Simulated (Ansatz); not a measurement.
Ni under changes of volume

One of the cells (10.597 Å³/atom); the others are scaled copies at fixed shape and fractional positions:

```
Ni
1.0
    -1.38372    1.38372    1.38372
     1.38372   -1.38372    1.38372
     1.38372    1.38372   -1.38372
Ni
1
Direct
  0.00000 0.00000 0.00000
```

This isn't the form of Ni at room conditions, which is fcc.

| Item | Value |
| --- | --- |
| Program | Ansatz 0.2.0 |
| Functional | LDA |
| Potentials or basis | Ansatz PAW |
| Cutoff | 420 eV (not typed: the program's choice for these potentials) |
| k mesh | 13 × 13 × 13 |
| Occupations | fermi-dirac, width 0.05 eV |
| Spin | collinear spin, ferromagnetic start |
| Starting moments | [1.0] μB |

```tsv
volume (Å³/atom)	energy over the lowest point (meV/atom)	pressure (GPa)	moment (μB per cell)
9.962	0.00	2.3	0.21
10.174	0.84	-2.6	0.30
10.385	7.27	-6.3	0.52
10.597	18.18	-10.3	0.55
10.809	34.20	-13.9	0.57
11.021	?	?	?
11.233	79.40	-19.9	0.59
```

Q: What does the run at 11.021 Å³/atom give?

A: Energy over the lowest point 54.79 meV/atom; pressure -17.1 GPa; moment 0.58 μB per cell.

Worked out: A Birch-Murnaghan fit of order 3 (a polynomial in V^(-2/3)) to the other rows has its minimum at 10.03 Å³/atom with B0 = V·E''(V) = 192 GPa (rough, since the energies scatter). It gives 54.64 meV/atom at 11.021 Å³/atom, against the run's 54.79, and -dE/dV = -17.1 GPa, against -17.1. A parabola through the other rows of the moment, of slope -0.0264 μB per Å³/atom there, gives 0.61 μB, against the run's 0.58.

Energies are extrapolated to zero smearing.

Caveats: the PAW data sets come from PBE, with cores solved anew for the run's functional, which leaves a small shift of forces and pressure.
